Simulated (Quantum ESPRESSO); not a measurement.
Crystal: AlN.

```
CELL_PARAMETERS angstrom
0.00000 2.18399 2.18399
2.18399 0.00000 2.18399
2.18399 2.18399 0.00000
ATOMIC_POSITIONS crystal
Al 0.00000 0.00000 0.00000
N 0.25000 0.25000 0.25000
```

Measurements of this composition are mostly on another form, of space group No. 186.

A run of Quantum ESPRESSO 7.5 on this cell left the log below. Logs are shortened: lines on timing, memory, paths and dates and some standing lists are left out, and cuts for length are marked.

```text
This program is part of the open-source Quantum ESPRESSO suite
     for quantum simulation of materials; please cite
[... 6 lines left out ...]
     using ibrav=0 with symmetry is DISCOURAGED, use correct ibrav instead

     K-points division:     npool     =       4
     Subspace diagonalization in iterative solution of the eigenvalue problem:
     a serial algorithm will be used

     G-vector sticks info
     --------------------
     sticks:   dense  smooth     PW     G-vecs:    dense   smooth      PW
     Sum         823     823    253                15593    15593    2685

     Using Slab Decomposition

     bravais-lattice index     =            0
     lattice parameter (alat)  =       5.8367  a.u.
     unit-cell volume          =     140.5985 (a.u.)^3
     number of atoms/cell      =            2
     number of atomic types    =            2
     number of electrons       =        16.00
     number of Kohn-Sham states=           14
     kinetic-energy cutoff     =      88.0000  Ry
     charge density cutoff     =     352.0000  Ry
     scf convergence threshold =      4.0E-10
     mixing beta               =       0.5000
     number of iterations used =            8  plain     mixing
     Exchange-correlation= PBE
                           (   1   4   3   4   0   0   0)

     celldm(1)=   5.836671  celldm(2)=   0.000000  celldm(3)=   0.000000
     celldm(4)=   0.000000  celldm(5)=   0.000000  celldm(6)=   0.000000

     crystal axes: (cart. coord. in units of alat)
               a(1) = (   0.000000   0.707107   0.707107 )
               a(2) = (   0.707107   0.000000   0.707107 )
               a(3) = (   0.707107   0.707107   0.000000 )

     reciprocal axes: (cart. coord. in units 2 pi/alat)
               b(1) = ( -0.707107  0.707107  0.707107 )
               b(2) = (  0.707107 -0.707107  0.707107 )
               b(3) = (  0.707107  0.707107 -0.707107 )

     PseudoPot. # 1 for Al read from file:
     Al_ONCV_PBE-1.2.upf
[... 30 lines left out ...]
     number of k points=    29  Fermi-Dirac smearing, width (Ry)=  0.0037
                       cart. coord. in units 2pi/alat
        k(    1) = (   0.0000000   0.0000000   0.0000000), wk =   0.0039062
        k(    2) = (   0.0883883   0.0883883  -0.0883883), wk =   0.0312500
        k(    3) = (   0.1767767   0.1767767  -0.1767767), wk =   0.0312500
        k(    4) = (   0.2651650   0.2651650  -0.2651650), wk =   0.0312500
        k(    5) = (  -0.3535534  -0.3535534   0.3535534), wk =   0.0156250
        k(    6) = (   0.1767767   0.0000000   0.0000000), wk =   0.0234375
[... 21 lines left out ...]
        k(   28) = (  -0.7071068   0.1767767  -0.0000000), wk =   0.0468750
        k(   29) = (  -0.7071068   0.3535534   0.0000000), wk =   0.0234375

     Dense  grid:    15593 G-vectors     FFT dimensions: (  36,  36,  36)

     Initial potential from superposition of free atoms

     starting charge      15.9159, renormalised to      16.0000
     Starting wfcs are random

     Self-consistent Calculation

     iteration #  1     ecut=    88.00 Ry     beta= 0.50
     Davidson diagonalization with overlap
     ethr =  1.00E-02,  avg # of iterations =  7.8

     total energy              =    -158.35012362 Ry
     estimated scf accuracy    <       0.58307645 Ry
[... 43 lines left out ...]
     iteration #  8     ecut=    88.00 Ry     beta= 0.50
     Davidson diagonalization with overlap
     ethr =  8.03E-11,  avg # of iterations =  2.0

     End of self-consistent calculation

          k = 0.0000 0.0000 0.0000 (  1917 PWs)   bands (ev):

   -91.0523 -52.5799 -52.5799 -52.5799  -5.6187   9.3427   9.3427   9.3427
    13.5441  21.9281  21.9281  21.9281  27.2243  27.2244
[... 93 lines left out ...]
   -91.0510 -52.5885 -52.5861 -52.5833  -2.9376   5.0832   5.7029   7.9614
    14.5295  19.4857  22.4024  23.5412  24.5972  29.4328

          k =-0.7071 0.0000 0.0000 (  1964 PWs)   bands (ev):

   -91.0510 -52.5901 -52.5841 -52.5841  -2.9197   4.4371   7.5566   7.5566
    12.6812  18.0155  23.2627  25.0756  25.0756  32.9910

          k = 0.3536 0.1768 0.0000 (  1969 PWs)   bands (ev):
[... 26 lines left out ...]
   -91.0511 -52.5878 -52.5861 -52.5830  -3.1051   4.9848   6.0521   7.8622
    15.8976  19.5552  21.2181  22.5464  26.3105  27.6381

          k =-0.7071 0.1768-0.0000 (  1956 PWs)   bands (ev):

   -91.0510 -52.5892 -52.5849 -52.5841  -2.8918   4.7748   6.9371   7.0438
    13.9276  19.0487  22.7470  23.2576  25.5604  30.8213

          k =-0.7071 0.3536 0.0000 (  1964 PWs)   bands (ev):

   -91.0510 -52.5876 -52.5865 -52.5841  -2.8633   5.5545   5.9044   6.6377
    15.4108  20.8101  21.3390  21.5137  26.6131  28.3616

     the Fermi energy is    11.0223 ev

!    total energy              =    -158.51823090 Ry
     estimated scf accuracy    <          2.2E-10 Ry
     smearing contrib. (-TS)   =      -0.00000000 Ry
     internal energy E=F+TS    =    -158.51823090 Ry

     The total energy is F=E-TS. E is the sum of the following terms:
     one-electron contribution =     -84.75891421 Ry
     hartree contribution      =      39.00464126 Ry
     xc contribution           =     -20.98114447 Ry
     ewald contribution        =     -91.78281347 Ry

     convergence has been achieved in   8 iterations

     Forces acting on atoms (cartesian axes, Ry/au):

     atom    1 type  1   force =    -0.00000000   -0.00000000    0.00000000
     atom    2 type  2   force =     0.00000000    0.00000000   -0.00000000

     Total force =     0.000000     Total SCF correction =     0.000000

     Computing stress (Cartesian axis) and pressure

          total   stress  (Ry/bohr**3)                   (kbar)     P=       42.34
   0.00028781  -0.00000000  -0.00000000           42.34       -0.00       -0.00
  -0.00000000   0.00028781   0.00000000           -0.00       42.34        0.00
  -0.00000000   0.00000000   0.00028781           -0.00        0.00       42.34

=------------------------------------------------------------------------------=
   JOB DONE.
=------------------------------------------------------------------------------=
```

Question: What input gives this log?

Answer: Single point with PBE, no spin polarisation. The files as run (others can give the same):

pw.in
```
&CONTROL
  calculation = 'scf'
  prefix = 'pwscf'
  outdir = './tmp'
  pseudo_dir = './pseudo'
  tprnfor = .true.
  tstress = .true.
  disk_io = 'nowf'
/
&SYSTEM
  ibrav = 0
  nat = 2
  ntyp = 2
  ecutwfc = 88
  nbnd = 14
  occupations = 'smearing'
  smearing = 'fd'
  degauss = 0.00367493
/
&ELECTRONS
  conv_thr = 4d-10
  electron_maxstep = 120
  mixing_beta = 0.5
/
ATOMIC_SPECIES
Al    26.9815 Al_ONCV_PBE-1.2.upf
N     14.0070 N_ONCV_PBE-1.2.upf
CELL_PARAMETERS angstrom
   0.0000000000    2.1839935596    2.1839935596
   2.1839935596    0.0000000000    2.1839935596
   2.1839935596    2.1839935596    0.0000000000
ATOMIC_POSITIONS crystal
Al     0.0000000000    0.0000000000    0.0000000000
N      0.2500000000    0.2500000000    0.2500000000
K_POINTS automatic
8 8 8 0 0 0
```

Potentials or basis: SG15 PBE 1.2.
Run with:
```sh
$ OMP_NUM_THREADS=1 mpirun -n 4 pw.x -nk 4 -in pw.in > pw.out
```
